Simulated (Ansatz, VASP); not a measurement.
**Two plane-wave programs on Cs**

```
CELL_PARAMETERS angstrom
0.00000 4.93170 4.93170
4.93170 0.00000 4.93170
4.93170 4.93170 0.00000
ATOMIC_POSITIONS crystal
Cs 0.87500 0.87500 0.87500
Cs 0.12500 0.12500 0.12500
```

Alike in both runs: task relaxation of cell and atoms; functional LDA; k mesh 7 × 7 × 7; occupations fermi-dirac, width 0.08 eV; no spin polarisation.

```csv
,VASP,Ansatz
version,VASP 6.6.1,Ansatz 0.2.0
potentials or method,"VASP PAW LDA potentials, release 64 (Cs_sv)","PAW with Ansatz's default frozen-core files, scalar-relativistic"
plane-wave cutoff (eV),600,420
valence electrons in the cell,18,18
```

Ansatz gave:

| Property | Result |
| --- | --- |
| relaxed volume (Å³/atom) | 154.54 |
| relaxed cell length with the largest relative difference (Å) | 7.589 |
| energy change over the relaxation (meV/atom) | -29 |

Problem. Which values does VASP return?

Solution. Relaxed volume (Å³/atom): 154.59; relaxed cell length with the largest relative difference (Å): 7.590; energy change over the relaxation (meV/atom): -28.

Caveats: the volume moved by over 15 % at a fixed basis, so the end points are rough (VASP). Spin-orbit coupling is left out, which matters for the levels of Cs.
